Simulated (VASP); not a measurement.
# KTaO₃: optical spectrum of independent particles, by functional and spin-orbit coupling

KTaO₃, Pm-3m (no. 221), 5 atoms in the cell.

| Functional | Spin-orbit coupling | ε at zero frequency, electronic | Mean energy of the absorption, weighted by Im ε (eV) | Refractive index at 633 nm | Refractive index at 1064 nm | Direct gap on the mesh (eV) | Time (s) |
|---|---|---|---|---|---|---|---|
| PBE | no | 5.45 | 9.39 | 2.49 | 2.38 | 2.80 | 14 |
| LDA | no | 5.69 | 9.44 | 2.57 | 2.44 | 2.65 | 11 |
| PBEsol | no | 5.60 | 9.42 | 2.54 | 2.42 | 2.71 | 13 |
| r2SCAN | no | 4.86 | 9.71 | 2.31 | 2.24 | 3.25 | 68 |
| TB-mBJ | no | 4.02 | 10.26 | 2.06 | 2.02 | 4.24 | 98 |
| AM05 | no | 5.57 | 9.38 | 2.53 | 2.41 | 2.71 | 17 |
| PBE | yes | 5.51 | 9.36 | 2.52 | 2.40 | 2.56 | 64 |
| TB-mBJ | yes | 4.06 | 10.21 | 2.07 | 2.03 | 4.00 | 518 |

Limits: rows 1, 2, 3, 4, 5, 6: spin-orbit coupling is left out, which can matter with atoms this heavy; the pull between electron and hole is left out; rows 1, 2, 3, 4, 6, 7: the onset follows the functional's gap, which semilocal functionals usually make too small.

## Input of the first row

INCAR:
```
PREC = Accurate
ENCUT = 460
ISMEAR = 0
SIGMA = 0.02
EDIFF = 1E-7
LASPH = True
KPAR = 4
LWAVE = True
LCHARG = False
LOPTICS = True
ALGO = Normal
NBANDS = 47
NEDOS = 2000
CSHIFT = 0.1
GGA = PE
```

KPOINTS:
```
k-points
0
Gamma
  8 8 8
```

POSCAR:
```
KTaO3
1.0
    3.9883000000      0.0000000000      0.0000000000
    0.0000000000      3.9883000000      0.0000000000
    0.0000000000      0.0000000000      3.9883000000
Ta K O
1 1 3
Direct
    0.0000000000      0.0000000000      0.0000000000
    0.5000000000      0.5000000000      0.5000000000
    0.0000000000      0.0000000000      0.5000000000
    0.0000000000      0.5000000000      0.0000000000
    0.5000000000      0.0000000000      0.0000000000
```

Commands:
```
cat potpaw_PBE.64/Ta_pv/POTCAR potpaw_PBE.64/K_sv/POTCAR potpaw_PBE.64/O/POTCAR > POTCAR
mpirun -np 4 vasp_std > vasp.out
```

Changes of row 7 against the first:
```
- NBANDS = 47
+ NBANDS = 94
+ LSORBIT = True
+ MAGMOM = 15*0
+ GGA_COMPAT = False
- vasp_std
+ vasp_ncl
```

VASP 6.6.1 took 14 s on 4 cores (AMD EPYC 9R45 (Zen 5)), a shared host.
